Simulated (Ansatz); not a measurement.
# InN: response to strain and stress

Base system: InN in the wurtzite structure (space group P6_3mc, No. 186; a = 3.5809 Å, c = 5.7882 Å). Axes: x lies along a and z along c of the hexagonal cell.

Strains are applied to the cell and any free atomic positions relax; under stress the whole cell relaxes.

Computed with PBE (Ansatz, a program for electronic structure; PAW; 420 eV plane waves; no SOC), earlier PAW set.

Candidates:
(a) uniaxial stress, 8 GPa tension along z
(b) uniaxial strain ε_yy = +5.93 %
(c) isotropic strain −5.62 %
(d) isotropic strain −4.52 %

Notes on the quantities. energy relative to the base: free energy F.

Q: Order them by energy relative to the base, highest first.

A: (c) isotropic strain −5.62 % (+0.215 eV/atom), (d) isotropic strain −4.52 % (+133 meV/atom), (b) uniaxial strain ε_yy = +5.93 % (+33 meV/atom), (a) uniaxial stress, 8 GPa tension along z (+18 meV/atom)

A case with no gap was solved on a k-mesh chosen for an insulator, which is coarse for it. Beyond what the load breaks, stability against distortions was not tested. All final runs are without spin polarisation.
